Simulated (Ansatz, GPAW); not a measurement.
BN: GLLB-SC, run from Python

These are simulated results from GPAW 26.7.0, not measurements. The cell began as a database structure and was relaxed with r2SCAN+rVV10 in plane waves (Ansatz 0.2.0). All runs are without spin polarisation.

Space group R3m (No. 160), trigonal; a = 2.500 Å, c = 9.760 Å in the conventional setting, 8.81 Å³ an atom. Around B lie 3 N at 1.44 Å; around N lie 3 B at 1.44 Å.

GLLB-SC is a model potential. Its fundamental gap is the Kohn-Sham gap plus a derivative discontinuity, which the script evaluates at the band edges among the listed k points. Its total energy isn't variational and serves nothing here.

Input script:

```python
import json
from ase import Atoms
from gpaw import GPAW, PW, FermiDirac

atoms = Atoms(['B', 'N'],
              cell=[[2.488247, 0.002778, -0.244486], [-1.234475, 2.160423, 0.24453], [-0.924979, -0.908784, 3.31341]],
              scaled_positions=[[0.991032, 0.99142, -0.006162], [0.657117, 0.324464, 0.992967]],
              pbc=True)
calc = GPAW(mode=PW(400), xc='GLLBSC', kpts={'size': (8, 8, 8), 'gamma': True},
            occupations=FermiDirac(0.02), maxiter=100, legacy_gpaw=True, txt='gpaw.txt')
atoms.calc = calc
res = {'energy': atoms.get_potential_energy(force_consistent=True)}
res['electrons'] = calc.get_number_of_electrons()
res['k'] = calc.get_ibz_k_points().tolist()
res['levels'] = [calc.get_eigenvalues(kpt=i).tolist() for i in range(len(res['k']))]
points = [[0.0, 0.0, 0.0], [-0.349863, -0.349863, 0.349836], [0.349863, -0.650137, -0.349875], [0.5, -0.5, -0.5], [0.5, -0.5, -0.0], [0.300465, -0.699535, 0.199519], [-0.300465, -0.300465, 0.800442], [0.0, 0.0, 0.5], [0.0, -0.5, 0.499981], [0.315104, 0.382812, 0.023437], [0.340372, -0.659628, 0.159616]]
bands = calc.fixed_density(kpts=points, symmetry='off', nbands=round(res['electrons']) // 2 + 6, convergence={'bands': -2}, txt='bands.txt')
res['points'] = [bands.get_eigenvalues(kpt=i).tolist() for i in range(len(points))]
homo, lumo = bands.get_homo_lumo()
potential = calc.hamiltonian.xc.response.calculate_discontinuity_potential(homo, lumo)
res['discontinuity'] = bands.hamiltonian.xc.response.calculate_discontinuity(potential)
json.dump(res, open('results.json', 'w'))
print('free energy (eV):', round(res['energy'], 5))
```

Command: `python run.py`. It took 26 s on 1 thread of Intel(R) Xeon(R) Platinum 8259CL CPU @ 2.50GHz (Skylake/Cascade Lake) (shared host), peak memory 0.16 GiB.

The log gpaw.txt, trimmed of paths, versions and times, then the last line on the terminal. An iter line gives the energy in eV and the logarithms of the changes of orbitals (plane waves alone) and density (c: converged):

```
___ ___ ___ _ _ _
 |   |   |_  | | | |

 | | | | | . | | | |

 |__ |  _|___|_____|  26.7.0
 |___|_|

Input parameters:
  kpts: {gamma: True,
         size: (8, 8, 8)}
  maxiter: 100
  mode: {ecut: 400.0,
         name: pw}
  occupations: {fixmagmom: False,
                name: fermi-dirac,
                width: 0.02}
  xc: GLLBSC

System changes: positions, numbers, cell, pbc, initial_charges, initial_magmoms

Initialize ...

species:
  B:
    name:    Boron
    Z:       5.0
    valence: 3
    core:    2
    charge:  0.0  # [|e|]
    compensation charges:
      type: gauss
      rc: 0.20  # [Å]
      lmax: 2
    cutoffs:
      filter: 1.14  # [Å]
      core: 1.38  # [Å]
    projectors
    | kind |    occ | energy [eV] | rcut [Å] |

    |------|--------|-------------|----------|

    |   2s |  2.000 |     -10.319 |    0.635 |

    |   2p |  1.000 |      -4.115 |    0.635 |

    |    s |        |      16.892 |    0.635 |

    |    p |        |      23.096 |    0.635 |

    |    d |        |       0.000 |    0.635 |

    Using partial waves for B as LCAO basis

  N:
    name:    Nitrogen
    Z:       7.0
    valence: 5
    core:    2
    charge:  0.0  # [|e|]
    compensation charges:
      type: gauss
      rc: 0.18  # [Å]
      lmax: 2
    cutoffs:
      filter: 1.11  # [Å]
      core: 0.96  # [Å]
    projectors
    | kind |    occ | energy [eV] | rcut [Å] |

    |------|--------|-------------|----------|

    |   2s |  2.000 |     -22.351 |    0.603 |

    |   2p |  3.000 |     -10.227 |    0.529 |

    |    s |        |       4.860 |    0.603 |

    |    p |        |      16.985 |    0.529 |

    |    d |        |       0.000 |    0.577 |

    Using partial waves for N as LCAO basis

Reference energy: -2141.428329  # eV

Spin-paired calculation

Convergence criteria:
 Maximum [total energy] change in last 3 cyles: 0.0005 eV / valence electron
 Maximum integral of absolute [dens]ity change: 0.0001 electrons / valence electron
 Maximum integral of absolute [eigenst]ate change: 4e-08 eV^2 / valence electron
 Maximum number of scf [iter]ations: 100
 (Square brackets indicate name in SCF output, whereas a 'c' in
 the SCF output indicates the quantity has converged.)

Symmetries present (total): 1

  ( 1  0  0)
  ( 0  1  0)
  ( 0  0  1)

512 k-points: 8 x 8 x 8 Monkhorst-Pack grid + [1/16,1/16,1/16]
260 k-points in the irreducible part of the Brillouin zone
       k-points in crystal coordinates                weights
   0:     0.00000000    0.00000000    0.00000000          1/512
   1:     0.00000000    0.00000000    0.12500000          2/512
   2:     0.00000000    0.00000000    0.25000000          2/512
   3:     0.00000000    0.00000000    0.37500000          2/512
   4:     0.00000000    0.00000000    0.50000000          1/512
   5:     0.00000000    0.12500000   -0.37500000          2/512
   6:     0.00000000    0.12500000   -0.25000000          2/512
   7:     0.00000000    0.12500000   -0.12500000          2/512
   8:     0.00000000    0.12500000    0.00000000          2/512
   9:     0.00000000    0.12500000    0.12500000          2/512
          ...
 259:     0.50000000    0.50000000    0.50000000          1/512

Wave functions: Plane wave expansion
  Cutoff energy: 400.000 eV
  Number of coefficients (min, max): 302, 330
  Pulay-stress correction: 0.000000 eV/Ang^3 (de/decut=0.000000)
  Using FFTW library
  ScaLapack parameters: grid=1x1, blocksize=None
  Wavefunction extrapolation:
    Improved wavefunction reuse through dual PAW basis

Occupation numbers: Fermi-Dirac:
  width: 0.0200  # eV

Eigensolver
   Davidson(niter=2)

Densities:
  Coarse grid: 12*12*18 grid
  Fine grid: 24*24*36 grid
  Total Charge: 0.000000

Density mixing:
  Method: separate
  Backend: msr1
  Linear mixing parameter: 0.05
  old densities: 10
  Width of damping distribution: 1.1
  Damping of long wavelength oscillations: 20

Hamiltonian:
  XC and Coulomb potentials evaluated on a 24*24*36 grid
  Using the GLLBSC Exchange-Correlation functional
  External potential:
    NoExternalPotential

XC parameters: GLLBSC functional being used consists of
  -----------------------------------------------------------------------
  | Weight | Module     | Description                                   |

  -----------------------------------------------------------------------
  |  1.000 | SCREENING  | GGA_X_PBE_SOL with 2 nearest neighbor stencil |

  |  1.000 | RESPONSE   | eps=0.0500 eV                                 |

  |  1.000 | XC         | GGA_C_PBE_SOL with 2 nearest neighbor stencil |

  -----------------------------------------------------------------------

Memory estimate:
  Process memory now: 112.27 MiB
  Calculator: 26.53 MiB
    Density: 1.34 MiB
      Arrays: 0.51 MiB
      Localized functions: 0.43 MiB
      Mixer: 0.40 MiB
    Hamiltonian: 0.35 MiB
      Arrays: 0.34 MiB
      XC: 0.00 MiB
      Poisson: 0.00 MiB
      vbar: 0.01 MiB
    Wavefunctions: 24.85 MiB
      Arrays psit_nG: 10.47 MiB
      Eigensolver: 0.08 MiB
      Projections: 0.83 MiB
      Projectors: 12.07 MiB
      PW-descriptor: 1.41 MiB

Total number of cores used: 1

Number of atoms: 2
Number of atomic orbitals: 8
Number of bands in calculation: 8
Number of valence electrons: 8
Bands to converge: occupied

... initialized

Initializing position-dependent things.

Density initialized from atomic densities
Creating initial wave functions:
  8 bands from LCAO basis set
Positions:
   0 B      1.247749    2.150240   -0.020279    ( 0.0000,  0.0000,  0.0000)
   1 N      0.316053   -0.199588    3.208792    ( 0.0000,  0.0000,  0.0000)

Unit cell:
           periodic     x           y           z      points  spacing
  1. axis:    yes    2.488247    0.002778   -0.244486    12     0.1650
  2. axis:    yes   -1.234475    2.160423    0.244530    12     0.1761
  3. axis:    yes   -0.924979   -0.908784    3.313410    18     0.1807

  Lengths:   2.500231   2.500230   3.558112
  Angles:   90.072561 110.491081 119.998782

Effective grid spacing dv^(1/3) = 0.1894

iter:   1   -18.011116
iter:   2   -17.932708   -1.20  -0.65
iter:   3   -16.010376   -0.59  -0.68
iter:   4   -16.099095   -2.47  -1.25
iter:   5   -16.419317   -1.35  -1.36
iter:   6   -16.141550   -1.93  -1.25
iter:   7   -16.096479   -2.82  -1.86
iter:   8   -16.086334   -3.80  -2.37
iter:   9   -16.083721   -4.62  -2.98
iter:  10   -16.085177c  -6.19  -3.69
iter:  11   -16.085191c  -7.39  -4.28c
iter:  12   -16.085056c  -7.74c -4.66c

Converged after 12 iterations.

Energy contributions relative to reference atoms: (reference = -2141.428329)

Kinetic:        +12.005595
Potential:      -10.095091
External:        +0.000000
XC:             -17.941182
Entropy (-ST):   -0.000000
Local:           -0.054378
SIC:             +0.000000
--------------------------
Free energy:    -16.085056
Extrapolated:   -16.085056

GLLBSC response reference energy: 2.45128 eV (from HOMO)

Showing only first 2 kpts
 Kpt  Band  Eigenvalues  Occupancy
  0     2      1.51492    2.00000
  0     3      1.51701    2.00000
  0     4      8.23583    0.00000
  0     5     15.00928    0.00000

  1     2      1.54591    2.00000
  1     3      1.54794    2.00000
  1     4      8.96510    0.00000
  1     5     15.01497    0.00000

Fermi level: 3.11608

Gap: 4.967 eV
Transition (v -> c):
  (s=0, k=214, n=3, [0.38, 0.38, 0.12]) -> (s=0, k=259, n=4, [0.50, 0.50, 0.50])
Direct/indirect transitions are different
Direct gap: 5.831 eV
Transition at: (s=0, k=210, n=3, [0.38, 0.38, -0.38])

free energy (eV): -16.08506
```

The gap in the log is over the mesh alone; results.json adds the listed points. GLLB-SC gives a gap of 6.83 eV (4.943 eV Kohn-Sham over the listed points plus 1.884 eV discontinuity). On the same cell, plane-wave PBE (Ansatz, 12×12×12 k points and the special points) gives a gap of 4.13 eV and r2SCAN a gap of 4.64 eV; on shared hosts these took about 16 and 36 core-seconds on the 2-atom cell, against 26 for the script. Semilocal gaps usually lie below measured ones.
